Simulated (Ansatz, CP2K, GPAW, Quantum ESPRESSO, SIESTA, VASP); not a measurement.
**TiO2: programs and potentials compared**

```xyz
6
Lattice="4.5998 0.0000 0.0000 0.0000 4.5998 0.0000 0.0000 0.0000 2.9592" Properties=species:S:1:pos:R:3 pbc="T T T"
Ti    0.0000    0.0000    1.4796
Ti    2.2999    2.2999    0.0000
O     1.3998    1.3998    1.4796
O     0.9001    3.6997    0.0000
O     3.6997    0.9001    0.0000
O     3.2000    3.2000    1.4796
```

The cell is a database's computed one, not the measured one.

Alike in all runs: task single point; functional PBEsol; k mesh 6 × 6 × 9; occupations fermi-dirac, width 0.05 eV; no spin polarisation; no spin-orbit coupling. Pressure is positive in compression and, in plane waves, holds the error of the finite cutoff.

| program and potentials | plane-wave cutoff (eV) | notes | pressure (GPa) | largest force (eV/Å) |
| --- | --- | --- | --- | --- |
| CP2K, POTENTIAL_UZH Ti GTH-PBE-q12, O GTH-PBE-q6; TZVP-MOLOPT-PBE-GTH basis | - | atomic basis; potentials made for PBE | -1.12 | 0.114 |
| Ansatz, all-electron LAPW, scalar-relativistic | - | - | -2.81 | 0.070 |
| Quantum ESPRESSO, GBRV 1.5 PBEsol | 612 | - | -2.50 | 0.061 |
| GPAW, PAW data sets generated for this functional | 800 | - | -1.42 | - |
| SIESTA, files PseudoDojo sr-pbesol-0.4.1-standard, DZP (energy shift 0.003 Ry; two zetas on semicore shells) | - | atomic basis | 0.44 | - |
| VASP, PBE PAW files O, Ti_sv, 520 eV | 520 | potentials made for PBE | -2.14 | - |

Force on atom 5 (O), eV/Å:

```json
{"program and potentials": "CP2K, POTENTIAL_UZH Ti GTH-PBE-q12, O GTH-PBE-q6; TZVP-MOLOPT-PBE-GTH basis", "x": "0.081", "y": "-0.081", "z": "0.000"}
{"program and potentials": "Ansatz, all-electron LAPW, scalar-relativistic", "x": "0.050", "y": "-0.050", "z": "0.000"}
{"program and potentials": "Quantum ESPRESSO, GBRV 1.5 PBEsol", "x": "0.043", "y": "-0.043", "z": "0.000"}
{"program and potentials": "GPAW, PAW data sets generated for this functional", "x": "0.021", "y": "-0.021", "z": "0.000"}
{"program and potentials": "VASP, PBE PAW files O, Ti_sv, 520 eV", "x": "0.033", "y": "-0.033", "z": "0.000"}
```

The pressure spans -2.81 (Ansatz, all-electron LAPW, scalar-relativistic) to 0.44 GPa (SIESTA, files PseudoDojo sr-pbesol-0.4.1-standard, DZP (energy shift 0.003 Ry; two zetas on semicore shells)), with all-electron results at -2.81. Rows in atomic bases carry the error of their basis and grid, which can be large.

Differences between rows come from potentials, basis sets and numerical settings, since the functional is the same but for its coding. Runs on potential files found faulty are left out.
